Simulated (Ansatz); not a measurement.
ZnSe (Stilleite):

```
Se Zn
1.0
     0.00000    2.83380    2.83380
     2.83380    0.00000    2.83380
     2.83380    2.83380    0.00000
Se Zn
1 1
Direct
  0.75000 0.75000 0.75000
  0.00000 0.00000 0.00000
```

| Quantity | Value |
| --- | --- |
| Program | Ansatz 0.2.0 |
| Task | relaxation of cell and atoms |
| Functional | RPBE |
| Potentials or basis | all-electron LAPW, scalar-relativistic |
| Basis error allowed | 0.001 eV/atom |
| k mesh | 8 × 8 × 8 |
| Occupations | fermi-dirac, width 0.05 eV |
| Spin | no spin polarisation |

At the start: volume 22.76 Å³/atom.

**Question.** How do energy, volume and symmetry change on relaxing?

**Answer.** Over 5 steps the energy falls by 22.2 meV/atom and the volume is 24.49 Å³/atom (+7.6 %); space group F-43m (No. 216, to 0.05 Å).

The path:
| step | energy change (eV) | largest force (eV/Å) | volume (Å³) |
| --- | --- | --- | --- |
| 1 | 0.0000 | 0.0000 | 45.51 |
| 2 | -0.0407 | 0.0000 | 47.94 |
| 3 | -0.0443 | 0.0000 | 48.87 |
| 4 | -0.0443 | 0.0000 | 48.99 |
| 5 | -0.0443 | 0.0000 | 48.99 |

Final structure:
```yaml
crystal:
  lattice:
    - [0.00000, 2.90417, 2.90417]
    - [2.90417, 0.00000, 2.90417]
    - [2.90417, 2.90417, 0.00000]
  atoms:
    - { symbol: Se, position: [0.75000, 0.75000, 0.75000] }
    - { symbol: Zn, position: [0.00000, 0.00000, 0.00000] }
```
